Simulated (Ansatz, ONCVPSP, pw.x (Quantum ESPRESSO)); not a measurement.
nitrogen (N): one change to the ONCV potential, in the atom and in the bcc crystal

* Element: N
* Generator: ONCVPSP 4.0.1.1 (patched build)
* Type: optimised norm-conserving Vanderbilt (ONCV)
* Functional: PBE
* Relativity: scalar-relativistic
* Frozen core: [He]
* Valence charge: 5
* Reference configuration: 2s2 2p3
* Partial waves: 2s: rc 0.85 bohr, ncon 5, nbas 10, qcut 9.2 1/bohr, 1 projector; 2p: rc 2.05 bohr, ncon 3, nbas 6, qcut 8.5 1/bohr, 2 projectors, debl 2.2 Ha; d scattering state at 0.12 Ha: rc 2.15 bohr, ncon 4, nbas 8, qcut 4.8 1/bohr, 2 projectors, debl 3.9 Ha
* Local potential: polynomial inside 0.75 bohr (lpopt 3, dvloc0 0 Ha)
* Core correction: Teter function, fcfact 2.5, rcfact 1.1

Change: local potential polynomial inside 0.75 bohr (lpopt 3, dvloc0 4.5 Ha).

Cutoffs, loose and tight: the cutoffs (Ha) at which the residual kinetic energy of the hardest occupied pseudo-wave falls to 1 and 0.1 mHa per electron. They do not see the model core or the augmentation charge, which bear on the density cutoff. Test errors are all-electron minus pseudo excitation energies from the reference, over the configurations 2s2 2p2; 2s2 2p1; 2s2 2p0; 2s1 2p0; variants that change the core or the reference have their own tests.

Crystal test: bcc N in pw.x 7.5, no spin, 18³ k-points, Fermi–Dirac smearing 0.01 Ry, cutoffs set for each file from its atomic test. The reference is all-electron LAPW (Ansatz 0.2.0) with the same functional, mesh and smearing; V0 and B0 come from Birch–Murnaghan fits to the pressures at five volumes. Errors are pseudo minus all-electron; Δ is the rms difference of the E(V) curves that follow from these fits, minima aligned, over ±6 % about the mean V0. Mesh and smearing are coarse, so the numbers serve the comparison and aren't converged zero-temperature values; the lattice is a test structure that the element need not adopt. Spin polarisation is left out.

All-electron: a0 = 2.438 Å (V0 = 7.24 Å³/atom), B0 = 184.8 GPa.

Question: Does the change bring the crystal closer to the all-electron result?

Answer: The mean pressure error goes from -0.24 to -0.79 GPa, so the change moves the solid further from the all-electron pressures. At 80 % of its cutoff the pressure of the base moves by -1.75 GPa. At 80 % of its cutoff the pressure of the changed file moves by -1.82 GPa.

| quantity | base | changed |
| --- | --- | --- |
| outcome (atom) | generated | generated |
| cutoff, loose (atom) | 30 Ha | 30 Ha |
| cutoff, tight (atom) | 39 Ha | 39 Ha |
| bound ghosts (atom) | none | none |
| largest test error (meV) (atom) | +1603 over the solved tests; 1 of 4 tests not solved or not reliable | +1597 over the solved tests; 1 of 4 tests not solved or not reliable |
| cutoffs in pw.x (Ry) | 90/360 | 90/360 |
| a0 (Å) | 2.437 | 2.434 |
| a0 error (%) | -0.04 | -0.14 |
| B0 error (%) | -1.1 | -1.2 |
| Δ (meV/atom) | 0.4 | 1.3 |
| mean pressure error (GPa) | -0.24 | -0.79 |

Base: The largest radius (2.15 bohr) exceeds half the bond length (2.00 bohr), so the spheres overlap, which is one possible source of error among others. Atomic configuration tests: 1 of 4 tests not solved or not reliable. Changed file: The largest radius (2.15 bohr) exceeds half the bond length (2.00 bohr), so the spheres overlap, which is one possible source of error among others. Atomic configuration tests: 1 of 4 tests not solved or not reliable.
